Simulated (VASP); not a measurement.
Cu, 1 atom in the cell. The structure is cubic, space group Fm-3m (No. 225). Conventional cell: a = 3.615 Å, b = 3.615 Å, c = 3.615 Å, α = 90.00°, β = 90.00°, γ = 90.00°. Cu (site symmetry m-3m) is surrounded by 12 Cu at 2.56 Å. 

* Program: VASP 6.6.1
* Task: relaxation of cell and atoms
* Functional: PBEsol
* Dispersion: D3
* Potentials or basis: VASP PAW PBE potentials, release 64 (Cu)
* Cutoff: 600 eV
* k mesh: 13 × 13 × 13
* Occupations: fermi-dirac, width 0.05 eV
* Spin: no spin polarisation
* Further INCAR settings: ALGO = Normal; EDIFF = 1e-07; IBRION = 2; EDIFFG = -0.02; NSW = 60; ISIF = 3

Potentials or basis: VASP PAW PBE potentials, release 64 (Cu).

Command:

```sh
$ cat potpaw_PBE.64/Cu/POTCAR > POTCAR
$ mpirun -np 1 vasp_std > vasp.out
```

Hardware: 1 thread of Intel(R) Xeon(R) Platinum 8375C CPU @ 2.90GHz (Ice Lake), on a shared host.

Question: Estimate the wall time of this run.

Answer: Wall time 18 s on 1 thread of Intel(R) Xeon(R) Platinum 8375C CPU @ 2.90GHz (Ice Lake), with other jobs on the host, peak memory 0.15 GiB. Counts: scf iterations 30, k points 84, ion steps 3.
